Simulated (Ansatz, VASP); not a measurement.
## CdTe in VASP and in Ansatz

```xyz
2
Lattice="0.0000 3.2378 3.2378 3.2378 0.0000 3.2378 3.2378 3.2378 0.0000" Properties=species:S:1:pos:R:3 pbc="T T T"
Cd    0.0000    0.0000    0.0000
Te    4.8566    4.8566    4.8566
```

Change from the starting cell: functional pbe, volume scaled by 0.96.

Alike in both runs: task single point; functional PBE; k mesh 7 × 7 × 7; occupations fermi-dirac, width 0.01 eV; no spin polarisation.

|  | VASP | Ansatz |
| --- | --- | --- |
| version | VASP 6.6.1 | Ansatz 0.2.0 |
| potentials or method | VASP PAW PBE potentials, release 64 (Cd, Te), cutoff 520 eV | all-electron LAPW, scalar-relativistic |

```tsv
	VASP	Ansatz	Ansatz less VASP
gap on the k mesh at the Fermi level (eV)	0.78	0.78	0.000
pressure (GPa)	2.8	2.7	-0.13
```

Ansatz ran all-electron here, so the differences hold the error of VASP's frozen core and of both bases.

Caveats: spin-orbit coupling is left out, which moves the levels of the heavy elements.
